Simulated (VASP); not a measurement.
Input of a VASP 6.6.1 run:

File INCAR:

```
SYSTEM = TiO2
PREC = Accurate ; ENCUT = 600
EDIFF = 1E-7 ; ISMEAR = 0
SIGMA = 0.03 ; LREAL = .False.
LASPH = .True. ; NELM = 80
ALGO = Normal ; ISIF = 3
LWAVE = .False. ; LCHARG = .False.
GGA = PE ; IVDW = 12
IBRION = 2 ; NSW = 90
EDIFFG = -0.005 ; KPAR = 2
```

Contents of KPOINTS:

```
Automatic mesh
0
Gamma
  10 10 10
  0 0 0
```

Contents of POSCAR:

```
TiO2                                    
1.0
   -1.8959008093      1.8959008093      4.7817617519
    1.8959008093     -1.8959008093      4.7817617519
    1.8959008093      1.8959008093     -4.7817617519
  Ti              O             
     2     4
Direct
     0.0000000000000000    0.0000000000000000    0.0000000000000000
     0.7500000000000000    0.2500000000000000    0.5000000000000000
     0.2084094268743947    0.2084094268743947    0.0000000000000000
     0.9584094268743947    0.4584094268743947    0.5000000000000000
     0.5415905731256053    0.0415905731256053    0.5000000000000000
     0.7915905731256053    0.7915905731256053    1.0000000000000000
```

Potentials or basis: VASP PAW PBE potentials, release 64 (Ti_sv, O).

Command:

```sh
$ cat potpaw_PBE.64/Ti_sv/POTCAR potpaw_PBE.64/O/POTCAR > POTCAR
$ mpirun -np 2 vasp_std > vasp.out
```

What does it give for the relaxed volume?

11.46 Å³/atom.

What does it give for the relaxed cell?

a = 5.485 Å, b = 5.485 Å, c = 5.485 Å, α = 139.57°, β = 139.57°, γ = 58.51°.

Stress tensor (GPa, compression positive):
```
-0.05  0.00  0.00
 0.00 -0.05  0.00
 0.00  0.00  0.04
```
